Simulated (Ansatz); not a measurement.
BeO:
```
CELL_PARAMETERS angstrom
      2.71175     0.00000     0.00000
     -1.35588     2.34845     0.00000
      0.00000     0.00000     4.40444
ATOMIC_POSITIONS crystal
  Be 0.66667 0.33333 0.00011
  Be 0.33333 0.66667 0.50011
  O  0.66667 0.33333 0.37789
  O  0.33333 0.66667 0.87789
```

Relaxed with PBE. Independent-particle spectrum: no excitons, no local fields, no scissors shift; 0.1 eV broadening; ε₁ of the summed bands alone.

Problem. Tabulate the dielectric function from PBE (plane waves, PAW; program Ansatz).

Solution. 

```
E (eV)  ε₁ xx  ε₂ xx  ε₁ zz  ε₂ zz
------  -----  -----  -----  -----
0.0      2.99   0.00   3.05   0.00
0.3      2.99   0.00   3.05   0.00
0.6      3.00   0.00   3.05   0.00
0.9      3.00   0.00   3.06   0.00
1.2      3.01   0.00   3.07   0.00
1.5      3.02   0.00   3.08   0.00
1.8      3.03   0.00   3.09   0.00
2.1      3.05   0.00   3.10   0.00
2.4      3.06   0.00   3.12   0.00
2.7      3.08   0.00   3.15   0.00
3.0      3.11   0.00   3.17   0.00
3.3      3.13   0.00   3.20   0.00
3.6      3.16   0.00   3.23   0.00
3.9      3.19   0.00   3.27   0.00
4.2      3.23   0.00   3.31   0.00
4.5      3.27   0.00   3.35   0.00
4.8      3.32   0.00   3.40   0.00
5.1      3.37   0.00   3.46   0.00
5.4      3.43   0.00   3.53   0.00
5.7      3.50   0.00   3.61   0.00
6.0      3.58   0.00   3.70   0.00
6.3      3.67   0.00   3.80   0.00
6.6      3.79   0.00   3.93   0.00
6.9      3.92   0.00   4.09   0.00
7.2      4.11   0.00   4.31   0.00
7.5      4.47   0.10   4.72   0.16
7.8      4.55   0.43   4.80   0.50
8.1      4.58   0.59   4.87   0.69
8.4      4.65   0.69   4.96   0.84
8.7      4.77   0.79   5.09   0.99
9.0      4.94   0.89   5.28   1.15
9.3      5.17   1.01   5.53   1.33
9.6      5.51   1.18   5.92   1.57
9.9      6.09   1.44   6.63   1.95
10.2     7.16   3.06   8.54   4.07
10.5     5.92   3.81   5.13   6.28
10.8     5.80   4.48   3.79   5.69
11.1     4.82   5.42   3.15   5.31
11.4     2.95   6.01   2.65   4.75
11.7     2.57   5.09   2.63   5.75
12.0     2.00   4.92   1.22   4.95
```

Problem. From ε at 8.0 eV (xx: 4.57 + 0.54i), find n, k, the normal reflectivity and the absorption coefficient.

Solution. n = 2.14, k = 0.126, R = 13 %, α = 2kE/ħc = 100000 cm⁻¹.

With all bands, ε∞ without local fields is 3.14 (xx = yy), 3.20 (zz). DFPT, with local fields, gives 3.08 (xx = yy), 3.14 (zz).

Space group P6_3mc (wurtzite). Symmetry was held in the PBE relaxation; phonons on a q-mesh show no instability.

Potentials: the later of the program's two PAW sets.
